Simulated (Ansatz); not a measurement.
# Ta3N: a listed cell, distorted in several ways

Aim: see how energy, forces, stress and gap of Ta3N answer to further strains and shifts, distortions that keep the symmetry, other functionals. Nothing is relaxed unless a step says so.

Computed with Ansatz 0.2.0 (DFT PBEsol, scalar-relativistic, plane waves, PAW, unless a step's input says otherwise).

### Step 1. The starting structure

It takes space group P-3m1 (No. 164, trigonal). The conventional cell has a = 3.032 Å, b = 3.032 Å, c = 7.524 Å, α = 90.00°, β = 90.00°, γ = 120.00°. Ta (site symmetry -3m) is surrounded by 12 Ta at 3.01 to 3.03 Å. Ta (site symmetry 3m) has 3 N at 2.19 Å as nearest neighbours. N (site symmetry -3m) is surrounded by 6 Ta at 2.19 Å.

Structure file:

```
CELL_PARAMETERS angstrom
3.03222 0.00000 0.00000
-1.51611 2.62598 0.00000
0.00000 0.00000 7.52414
ATOMIC_POSITIONS crystal
Ta 0.00000 0.00000 0.50000
Ta 0.33333 0.66667 0.17393
Ta 0.66667 0.33333 0.82607
N 0.00000 0.00000 0.00000
```

The structure comes from the Materials Project (structure only).

### Step 2. Functional and cell changed: PBE

Against the listed cell: strain xx, yy, zz, yz, xz, xy = +3.5, +3.5, +3.5, +0.0, +0.0, +0.0 %.

input.yaml reads:

```yaml
crystal:
  lattice:
    - [3.1370176489, 0.0, 0.0]
    - [-1.5685088245, 2.7167369761, 0.0]
    - [0.0, 0.0, 7.7841711747]
  atoms:
    - { symbol: Ta, position: [0.0, 0.0, 0.5] }
    - { symbol: Ta, position: [0.33333333, 0.66666667, 0.17393] }
    - { symbol: Ta, position: [0.66666667, 0.33333333, 0.82607] }
    - { symbol: "N", position: [0.0, 0.0, 0.0] }
basis:
  ecutwfc: 420
kpoints:
  mp_grid: { grid: [15, 15, 6] }
hamiltonian:
  xc: pbe
scf:
  occupations: { method: gaussian, width: 0.1 }
output:
  forces: true
  stress: true
  eigenvalues: true
  populations: true
```

Started as:

```bash
ansatz run input.yaml --threads 1 --pin off --max-ram 1331MiB --backend cpu --events-out ev --progress --plain --runs-dir out
```

The program printed, cut to the lines that bear on the results:

```text
Warning: RAYON_NUM_THREADS=1 ignored (pool sized by the plan → 1); use --threads N
[...]
Pseudopotentials: kind: paw
Pseudopotential: Ta, paw, valence charge 13, recommended cutoff 420 eV (normal), Ta.paw.azcp
Pseudopotential: N, paw, valence charge 5, recommended cutoff 420 eV (normal), N.paw.azcp
Functional definition: PBE
[...]
Crystal: 4 atoms, lattice volume = 66.340 Å³
Basis set: ecut = 420 eV, 1275 PW (Γ), exchange–correlation on 48×48×108 points (8 copies of the dense FFT grid, shifted against one another)
Bands: 27, of which v1, the nominal top of the filled ones, is band 22 counted from 1 (21 counted from 0)
Symmetry: 12 space group operations
Space group: P-3m1 (ITA 164), of the structure as read, at distance tolerance 4.0e-5 Å
k-points: 146 of 1350
[...]
SCF iter   1: F=—  HF=-30182.135646 eV  |F-HF|=—  |Δ(HF+E_count)|=         —  Δρ=1.01e-2  dr2=2.58e-1  ethr=1.77e-3  ⟨swp⟩=4.5  Hψ=16356  notcnv=0
[...]
SCF iter   7: F=-30182.116062 eV  HF=-30182.116062 eV  |F-HF|=3.14e-9  |Δ(HF+E_count)|=   1.19e-8  Δρ=2.10e-6  dr2=4.60e-9  ethr=2.27e-10  ⟨swp⟩=4.0  Hψ=12040  notcnv=0
[...]
SCF converged after 7 iterations
Free energy (F): -30182.116062 eV
[...]
E sigma→0 (E₀):  -30182.106615 eV
Entropy (-TS):   -0.018894 eV (-4.724 meV/atom)
Fermi energy:    16.796653 eV
[...]
--- Forces (eV/Å), atoms counted from 1 ---
  atom   1  Ta     0.00000000    -0.00000000     0.00000000
  atom   2  Ta    -0.00000000     0.00000000    -0.60943595
  atom   3  Ta     0.00000000    -0.00000000     0.60943595
  atom   4  N      0.00000000    -0.00000000     0.00000000
[...]
--- Stress (GPa, compression-positive) ---
      -21.031826       0.000000       0.000000
        0.000000     -21.031826      -0.000000
        0.000000      -0.000000     -20.520403
  P = ⅓ Tr σ = -20.8614 GPa (-208.614 kbar)
--- Band table (eV; the first three rows and the last of 146) ---
  k-point 0: bands = ["-51.7478", "-51.7324", "-51.2496", "-18.4005", "-18.1974", "-17.9961", "-17.9961", "-17.9750", "-17.9750", "-17.5729", "-17.4498", "-17.4498", "0.2852", "8.9187", "10.3372", "11.9146", "11.9146", "13.5216", "15.3528", "16.4360", "16.4360", "16.5657", "17.0856", [...]
--- Löwdin populations: 4 sites ---
  site symbol       q [e]
     0     Ta     12.7734
     1     Ta     12.5571
     2     Ta     12.5571
     3      N      5.7289
  spilling = 0.008714 (of n_electrons = 44.000000)
```

Run time: 19 s. Hardware: 1 thread of an x86-64 CPU, shared host; peak memory 0.52 GiB.

Site by site:

```tsv
atom	Löwdin electrons
Ta1	12.77
Ta2	12.56
Ta3	12.56
N4	5.73
```

The Löwdin counts miss 0.38 of the 44 electrons, which the atomic orbitals do not span, so they are no charges.

### Step 3. Functional and cell changed: r2SCAN

Against the listed cell: strain xx, yy, zz, yz, xz, xy = +3.6, +3.6, +3.6, +0.0, +0.0, +0.0 %.

input.yaml, as its differences from that of step 2:

```diff
@@ -2,5 +2,5 @@
   lattice:
-    - [3.1370176489, 0.0, 0.0]
-    - [-1.5685088245, 2.7167369761, 0.0]
-    - [0.0, 0.0, 7.7841711747]
+    - [3.1417782406, 0.0, 0.0]
+    - [-1.5708891203, 2.7208597694, 0.0]
+    - [0.0, 0.0, 7.7959840698]
   atoms:
@@ -11,3 +11,3 @@
 basis:
-  ecutwfc: 420
+  ecutwfc: 500
 kpoints:
@@ -15,3 +15,3 @@
 hamiltonian:
-  xc: pbe
+  xc: r2scan
 scf:
```

Started as:

```bash
ansatz run input.yaml --threads 1 --pin off --max-ram 1331MiB --backend cpu --events-out ev --progress --plain --runs-dir out
```

The program printed, cut to the lines that bear on the results:

```text
Warning: RAYON_NUM_THREADS=1 ignored (pool sized by the plan → 1); use --threads N
[...]
[... 1 set-up line as earlier in the session ...]
Pseudopotential: Ta, paw, valence charge 13, recommended cutoff 500 eV (meta_gga), Ta.paw.azcp
Pseudopotential: N, paw, valence charge 5, recommended cutoff 500 eV (meta_gga), N.paw.azcp
Functional definition: r2SCAN
[...]
Crystal: 4 atoms, lattice volume = 66.643 Å³
Basis set: ecut = 500 eV, 1697 PW (Γ), exchange–correlation on 96×96×240 points (64 copies of the dense FFT grid, shifted against one another)
Bands: 27, of which v1, the nominal top of the filled ones, is band 22 counted from 1 (21 counted from 0)
[... 1 set-up line as earlier in the session ...]
Space group: P-3m1 (ITA 164), of the structure as read, at distance tolerance 4.1e-5 Å
k-points: 146 of 1350
[...]
SCF converged after 8 iterations
Free energy (F): -30219.269561 eV
[...]
E sigma→0 (E₀):  -30219.260968 eV
Entropy (-TS):   -0.017187 eV (-4.297 meV/atom)
Fermi energy:    16.666533 eV
[...]
--- Forces (eV/Å), atoms counted from 1 ---
  atom   1  Ta     0.00000000    -0.00000000     0.00000000
  atom   2  Ta    -0.00000000    -0.00000000    -0.57551082
  atom   3  Ta    -0.00000000     0.00000000     0.57551082
  atom   4  N     -0.00000000     0.00000000     0.00000000
[...]
--- Stress (GPa, compression-positive) ---
      -25.565667       0.000000       0.000000
        0.000000     -25.565667       0.000000
       -0.000000       0.000000     -23.505556
  P = ⅓ Tr σ = -24.8790 GPa (-248.790 kbar)
--- Band table (eV; the first three rows and the last of 146) ---
[... band rows left out ...]
[...]
--- Löwdin populations: 4 sites ---
  site symbol       q [e]
     0     Ta     12.7336
     1     Ta     12.5303
     2     Ta     12.5303
     3      N      5.7821
  spilling = 0.009630 (of n_electrons = 44.000000)
```

Wall time 31 s (1 thread of an x86-64 CPU, shared host); peak memory 0.7 GiB.

Site by site:

```tsv
atom	Löwdin electrons
Ta1	12.73
Ta2	12.53
Ta3	12.53
N4	5.78
```

The Löwdin counts miss 0.42 of the 44 electrons, which the atomic orbitals do not span, so they are no charges.

### Step 4. A distortion that keeps the symmetry

Against the listed cell: strain xx, yy, zz, yz, xz, xy = +0.9, +0.9, -2.1, +0.0, +0.0, +0.0 %; atoms moved by 0.10 Å root mean square, at most 0.14 Å.

input.yaml reads:

```yaml
crystal:
  lattice:
    - [3.0582404697, 0.0, 0.0]
    - [-1.5291202349, 2.6485139377, 0.0]
    - [0.0, 0.0, 7.3629699855]
  atoms:
    - { symbol: Ta, position: [0.0, 0.0, 0.5] }
    - { symbol: Ta, position: [0.33333333, 0.66666667, 0.1551343087] }
    - { symbol: Ta, position: [0.66666667, 0.33333333, 0.8448656913] }
    - { symbol: "N", position: [0.0, 0.0, 0.0] }
basis:
  ecutwfc: 420
kpoints:
  mp_grid: { grid: [15, 15, 6] }
hamiltonian:
  xc: pbesol
scf:
  occupations: { method: gaussian, width: 0.1 }
output:
  forces: true
  stress: true
  eigenvalues: true
```

Started as:

```bash
ansatz run input.yaml --threads 1 --pin off --max-ram 1331MiB --backend cpu --events-out ev --progress --plain --runs-dir out
```

The program printed, cut to the lines that bear on the results:

```text
Warning: RAYON_NUM_THREADS=1 ignored (pool sized by the plan → 1); use --threads N
[...]
[... 3 set-up lines as earlier in the session ...]
Functional definition: PBEsol
[...]
Crystal: 4 atoms, lattice volume = 59.639 Å³
Basis set: ecut = 420 eV, 1165 PW (Γ), exchange–correlation on 48×48×100 points (8 copies of the dense FFT grid, shifted against one another)
Bands: 27, of which v1, the nominal top of the filled ones, is band 22 counted from 1 (21 counted from 0)
[... 1 set-up line as earlier in the session ...]
Space group: P-3m1 (ITA 164), of the structure as read, at distance tolerance 3.9e-5 Å
k-points: 146 of 1350
[...]
SCF iter   1: F=—  HF=-29799.893678 eV  |F-HF|=—  |Δ(HF+E_count)|=         —  Δρ=8.80e-3  dr2=2.80e-2  ethr=1.77e-3  ⟨swp⟩=5.1  Hψ=16597  notcnv=0
[...]
SCF iter   7: F=-29799.886831 eV  HF=-29799.886831 eV  |F-HF|=3.65e-8  |Δ(HF+E_count)|=   3.84e-8  Δρ=4.23e-6  dr2=4.16e-8  ethr=2.27e-10  ⟨swp⟩=5.9  Hψ=14103  notcnv=0
[...]
SCF converged after 7 iterations
Free energy (F): -29799.886831 eV
[...]
E sigma→0 (E₀):  -29799.880591 eV
Entropy (-TS):   -0.012479 eV (-3.120 meV/atom)
Fermi energy:    18.788361 eV
[...]
--- Forces (eV/Å), atoms counted from 1 ---
  atom   1  Ta    -0.00000000    -0.00000000     0.00000000
  atom   2  Ta     0.00000000    -0.00000000     2.40460575
  atom   3  Ta    -0.00000000     0.00000000    -2.40460575
  atom   4  N      0.00000000     0.00000000     0.00000000
[...]
--- Stress (GPa, compression-positive) ---
        1.176899      -0.000000       0.000000
       -0.000000       1.176899      -0.000000
        0.000000      -0.000000       0.305451
  P = ⅓ Tr σ = 0.8864 GPa (8.864 kbar)
--- Band table (eV; the first three rows and the last of 146) ---
[... band rows left out ...]
[...]
```

Wall time 10 s (1 thread of an x86-64 CPU, shared host); peak memory 0.52 GiB.

### Step 5. A change within the space group

The change: strain xx, yy, zz, yz, xz, xy = +2.1, +2.1, +8.1, +0.0, +0.0, +0.0 %; atoms moved by 0.03 Å root mean square, at most 0.04 Å.

input.yaml reads:

```yaml
crystal:
  lattice:
    - [3.0964161697, 0.0, 0.0]
    - [-1.5482080849, 2.6815750637, 0.0]
    - [0.0, 0.0, 8.1348712003]
  atoms:
    - { symbol: Ta, position: [0.0, 0.0, 0.5] }
    - { symbol: Ta, position: [0.33333333, 0.66666667, 0.1682912926] }
    - { symbol: Ta, position: [0.66666667, 0.33333333, 0.8317087074] }
    - { symbol: "N", position: [0.0, 0.0, 0.0] }
basis:
  ecutwfc: 420
kpoints:
  mp_grid: { grid: [15, 15, 6] }
hamiltonian:
  xc: pbesol
scf:
  occupations: { method: gaussian, width: 0.1 }
output:
  forces: true
  stress: true
  eigenvalues: true
```

Started as:

```bash
ansatz run input.yaml --threads 1 --pin off --max-ram 1331MiB --backend cpu --events-out ev --progress --plain --runs-dir out
```

The program printed, cut to the lines that bear on the results:

```text
Warning: RAYON_NUM_THREADS=1 ignored (pool sized by the plan → 1); use --threads N
[...]
[... 4 set-up lines as earlier in the session ...]
[...]
Crystal: 4 atoms, lattice volume = 67.546 Å³
Basis set: ecut = 420 eV, 1335 PW (Γ), exchange–correlation on 48×48×120 points (8 copies of the dense FFT grid, shifted against one another)
Bands: 27, of which v1, the nominal top of the filled ones, is band 22 counted from 1 (21 counted from 0)
[... 2 set-up lines as earlier in the session ...]
k-points: 146 of 1350
[...]
SCF iter   1: F=—  HF=-29799.183638 eV  |F-HF|=—  |Δ(HF+E_count)|=         —  Δρ=9.42e-3  dr2=8.33e-2  ethr=1.77e-3  ⟨swp⟩=4.6  Hψ=16427  notcnv=0
[...]
SCF iter   6: F=-29799.171258 eV  HF=-29799.171258 eV  |F-HF|=1.84e-8  |Δ(HF+E_count)|=   1.77e-7  Δρ=5.80e-6  dr2=3.18e-8  ethr=2.27e-10  ⟨swp⟩=4.5  Hψ=17674  notcnv=0
[...]
SCF converged after 6 iterations
Free energy (F): -29799.171258 eV
[...]
E sigma→0 (E₀):  -29799.160709 eV
Entropy (-TS):   -0.021099 eV (-5.275 meV/atom)
Fermi energy:    16.221291 eV
[...]
--- Forces (eV/Å), atoms counted from 1 ---
  atom   1  Ta     0.00000000    -0.00000000     0.00000000
  atom   2  Ta    -0.00000000     0.00000000    -0.29295249
  atom   3  Ta     0.00000000    -0.00000000     0.29295249
  atom   4  N      0.00000000    -0.00000000     0.00000000
[...]
--- Stress (GPa, compression-positive) ---
      -25.912862       0.000000      -0.000000
        0.000000     -25.912862       0.000000
       -0.000000       0.000000     -32.364644
  P = ⅓ Tr σ = -28.0635 GPa (-280.635 kbar)
--- Band table (eV; the first three rows and the last of 146) ---
[... band rows left out ...]
[...]
```

It took 11 s on 1 thread of an x86-64 CPU, shared host; peak memory 0.51 GiB.

### Step 6. A distortion that keeps the symmetry

What differs from the listed cell: strain xx, yy, zz, yz, xz, xy = -0.6, -0.6, +0.9, +0.0, +0.0, +0.0 %; atoms moved by 0.03 Å root mean square, at most 0.04 Å.

input.yaml, as its differences from that of step 5:

```diff
@@ -2,5 +2,5 @@
   lattice:
-    - [3.0964161697, 0.0, 0.0]
-    - [-1.5482080849, 2.6815750637, 0.0]
-    - [0.0, 0.0, 8.1348712003]
+    - [3.0154861115, 0.0, 0.0]
+    - [-1.5077430558, 2.6114875773, 0.0]
+    - [0.0, 0.0, 7.5954658188]
   atoms:
@@ -22 +22,2 @@
   eigenvalues: true
+  populations: true
```

Started as:

```bash
ansatz run input.yaml --threads 1 --pin off --max-ram 1331MiB --backend cpu --events-out ev --progress --plain --runs-dir out
```

The program printed, cut to the lines that bear on the results:

```text
Warning: RAYON_NUM_THREADS=1 ignored (pool sized by the plan → 1); use --threads N
[...]
[... 4 set-up lines as earlier in the session ...]
[...]
Crystal: 4 atoms, lattice volume = 59.814 Å³
Basis set: ecut = 420 eV, 1165 PW (Γ), exchange–correlation on 48×48×108 points (8 copies of the dense FFT grid, shifted against one another)
Bands: 27, of which v1, the nominal top of the filled ones, is band 22 counted from 1 (21 counted from 0)
[... 2 set-up lines as earlier in the session ...]
k-points: 146 of 1350
[...]
SCF iter   1: F=—  HF=-29800.124251 eV  |F-HF|=—  |Δ(HF+E_count)|=         —  Δρ=9.77e-3  dr2=4.57e-2  ethr=1.77e-3  ⟨swp⟩=4.9  Hψ=16407  notcnv=0
[...]
SCF converged after 6 iterations
Free energy (F): -29800.113856 eV
[...]
E sigma→0 (E₀):  -29800.104991 eV
Entropy (-TS):   -0.017730 eV (-4.433 meV/atom)
Fermi energy:    18.705375 eV
[...]
--- Forces (eV/Å), atoms counted from 1 ---
  atom   1  Ta    -0.00000000     0.00000000     0.00000000
  atom   2  Ta    -0.00000000    -0.00000000     0.42777680
  atom   3  Ta     0.00000000     0.00000000    -0.42777680
  atom   4  N     -0.00000000     0.00000000     0.00000000
[...]
--- Stress (GPa, compression-positive) ---
       -4.789123       0.000000       0.000000
        0.000000      -4.789123       0.000000
        0.000000       0.000000      -8.362234
  P = ⅓ Tr σ = -5.9802 GPa (-59.802 kbar)
--- Band table (eV; the first three rows and the last of 146) ---
[... band rows left out ...]
[...]
--- Löwdin populations: 4 sites ---
  site symbol       q [e]
     0     Ta     12.8254
     1     Ta     12.6048
     2     Ta     12.6048
     3      N      5.6303
  spilling = 0.007604 (of n_electrons = 44.000000)
```

Run time: 12 s. Hardware: 1 thread of an x86-64 CPU, shared host; peak memory 0.5 GiB.

By site:

```tsv
atom	Löwdin electrons
Ta1	12.83
Ta2	12.60
Ta3	12.60
N4	5.63
```

The Löwdin counts miss 0.33 of the 44 electrons, which the atomic orbitals do not span, so they are no charges.

### Step 7. A distortion that keeps the symmetry

What differs from the listed cell: strain xx, yy, zz, yz, xz, xy = +3.3, +3.3, +0.3, +0.0, +0.0, +0.0 %; atoms moved by 0.06 Å root mean square, at most 0.08 Å.

input.yaml reads:

```yaml
crystal:
  lattice:
    - [3.1310138454, 0.0, 0.0]
    - [-1.5655069228, 2.7115375298, 0.0]
    - [0.0, 0.0, 7.5435492735]
  atoms:
    - { symbol: Ta, position: [0.0, 0.0, 0.5] }
    - { symbol: Ta, position: [0.33333333, 0.66666667, 0.1852074148] }
    - { symbol: Ta, position: [0.66666667, 0.33333333, 0.8147925852] }
    - { symbol: "N", position: [0.0, 0.0, 0.0] }
basis:
  ecutwfc: 420
kpoints:
  mp_grid: { grid: [15, 15, 6] }
hamiltonian:
  xc: pbesol
scf:
  occupations: { method: gaussian, width: 0.1 }
output:
  forces: true
  stress: true
  eigenvalues: true
```

Started as:

```bash
ansatz run input.yaml --threads 1 --pin off --max-ram 1331MiB --backend cpu --events-out ev --progress --plain --runs-dir out
```

The program printed, cut to the lines that bear on the results:

```text
Warning: RAYON_NUM_THREADS=1 ignored (pool sized by the plan → 1); use --threads N
[...]
[... 4 set-up lines as earlier in the session ...]
[...]
Crystal: 4 atoms, lattice volume = 64.044 Å³
Basis set: ecut = 420 eV, 1249 PW (Γ), exchange–correlation on 48×48×108 points (8 copies of the dense FFT grid, shifted against one another)
Bands: 27, of which v1, the nominal top of the filled ones, is band 22 counted from 1 (21 counted from 0)
[... 2 set-up lines as earlier in the session ...]
k-points: 146 of 1350
[...]
SCF iter   1: F=—  HF=-29799.517380 eV  |F-HF|=—  |Δ(HF+E_count)|=         —  Δρ=1.16e-2  dr2=4.39e-1  ethr=1.77e-3  ⟨swp⟩=4.7  Hψ=16199  notcnv=0
[...]
SCF iter   8: F=-29799.480265 eV  HF=-29799.480265 eV  |F-HF|=4.83e-9  |Δ(HF+E_count)|=   5.33e-8  Δρ=2.26e-6  dr2=6.84e-9  ethr=2.27e-10  ⟨swp⟩=5.6  Hψ=14237  notcnv=0
[...]
SCF converged after 8 iterations
Free energy (F): -29799.480265 eV
[...]
E sigma→0 (E₀):  -29799.473196 eV
Entropy (-TS):   -0.014137 eV (-3.534 meV/atom)
Fermi energy:    17.323207 eV
[...]
--- Forces (eV/Å), atoms counted from 1 ---
  atom   1  Ta     0.00000000     0.00000000     0.00000000
  atom   2  Ta    -0.00000000    -0.00000000    -1.88969035
  atom   3  Ta     0.00000000     0.00000000     1.88969035
  atom   4  N     -0.00000000     0.00000000     0.00000000
[...]
--- Stress (GPa, compression-positive) ---
      -24.106141       0.000000      -0.000000
        0.000000     -24.106141       0.000000
       -0.000000       0.000000     -18.539892
  P = ⅓ Tr σ = -22.2507 GPa (-222.507 kbar)
--- Band table (eV; the first three rows and the last of 146) ---
[... band rows left out ...]
[...]
```

It took 14 s on 1 thread of an x86-64 CPU, shared host; peak memory 0.52 GiB.

### Step 8. Results

```
step                                  case  energy (meV/atom)  pressure (GPa)  largest force (eV/Å)  gap on the mesh (eV)
   2      functional and cell changed: PBE                n/a           -20.9                  0.61                  0.00
   3   functional and cell changed: r2SCAN                n/a           -24.9                  0.58                  0.00
   4  a distortion that keeps the symmetry               +0.0             0.9                  2.40                  0.00
   5       a change within the space group             +180.0           -28.1                  0.29                  0.00
   6  a distortion that keeps the symmetry              -56.1            -6.0                  0.43                  0.00
   7  a distortion that keeps the symmetry             +101.8           -22.3                  1.89                  0.00
```

Energies are counted from step 4, with the smearing taken to zero. Other atoms or functionals have another zero of energy (n/a). A gap of 0.00 means none on the mesh at this level.

Among the distorted cells of the listed formula and level the largest force, 2.40 eV/Å, comes in step 4, shared by 2 atoms. The pressure is 0.9 GPa in the smallest cell and -28.1 GPa in the largest; between them shape and moved atoms count too. The distorted cells of the listed formula and level show no gap on the mesh. The runs treat Ta without spin-orbit coupling.
